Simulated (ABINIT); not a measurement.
W: band structure with PBEsol

The system is W.

```xyz
1
Lattice="-1.5823 1.5823 1.5823 1.5823 -1.5823 1.5823 1.5823 1.5823 -1.5823" Properties=species:S:1:pos:R:3 pbc="T T T"
W     0.0000    0.0000    0.0000
```

```
Program                                         : ABINIT 10.8.3 (patched build)
Task                                            : band structure
Functional                                      : PBEsol
Potentials or basis                             : JTH PAW PBE v2.0
Cutoff                                          : 408 eV
k mesh                                          : 12 × 12 × 12
Occupations                                     : fermi-dirac, width 0.05 eV
Spin                                            : spin-orbit coupling, no magnetisation
Fine-grid cutoff                                : 816.342 eV
Exchange and correlation inside the PAW spheres : full angular mesh (pawxcdev 0, this build's default; the released program takes 1)
```

```json
{"Band gap on the k mesh": "none (metal or under the smearing width)", "Valence electrons inside the program's atomic spheres": "W 11.77 (radii [1.2763] Å)"}
```

Levels at the corners of the path, in eV from the Fermi level:
```
point  band 10  band 11  band 12  band 13  band 14  band 15  band 16  band 17  band 18  band 19
    Γ    -9.59    -1.38    -1.38    -1.38    -1.38    -0.87    -0.87     2.33     2.33     2.33
    H    -5.81    -5.81    -5.81     4.99     4.99     4.99     4.99     5.71     5.71     6.90
    N    -6.24    -3.54    -3.54     0.79     0.79     2.16     2.16     3.17     3.17     6.24
    Γ    -9.59    -1.38    -1.38    -1.38    -1.38    -0.87    -0.87     2.33     2.33     2.33
    P    -3.27    -2.72    -2.72    -2.72    -2.72     3.33     3.33     3.33     3.33     6.65
    H    -5.81    -5.81    -5.81     4.99     4.99     4.99     4.99     5.71     5.71     6.90
```

Run time: 52 s on 1 thread of Arm Neoverse V1 (shared host), peak memory 0.11 GiB.
